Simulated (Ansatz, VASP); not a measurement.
## Ni in VASP and in Ansatz

```
CELL_PARAMETERS angstrom
0.00000 1.76194 1.76194
1.76194 0.00000 1.76194
1.76194 1.76194 0.00000
ATOMIC_POSITIONS crystal
Ni 0.00000 0.00000 0.00000
```

Alike in both runs: task relaxation of cell and atoms; functional PBE; k mesh 15 × 15 × 15; occupations fermi-dirac, width 0.05 eV; collinear spin.

|  | VASP | Ansatz |
| --- | --- | --- |
| version | VASP 6.6.1 | Ansatz 0.2.0 |
| potentials or method | VASP PAW PBE potentials, release 64 (Ni) | plane waves (420 eV) with PAW, scalar-relativistic |
| plane-wave cutoff (eV) | 600 | 420 |
| valence electrons in the cell | 10 | 18 |

VASP gave:

```
net moment per atom (μB)                                      : 0.64
size of the moment on the site where the two differ most (μB) : 0.66
relaxed volume (Å³/atom)                                      : 10.89
relaxed cell length with the largest relative difference (Å)  : 2.488
```

Question: Which values does Ansatz return?

Answer: net moment per atom (μB): 0.66; size of the moment on the site where the two differ most (μB): 0.70; relaxed volume (Å³/atom): 10.90; relaxed cell length with the largest relative difference (Å): 2.489.

Site moments also hang on the region over which each program counts them. The two sets of potentials don't hold the same shells in valence.
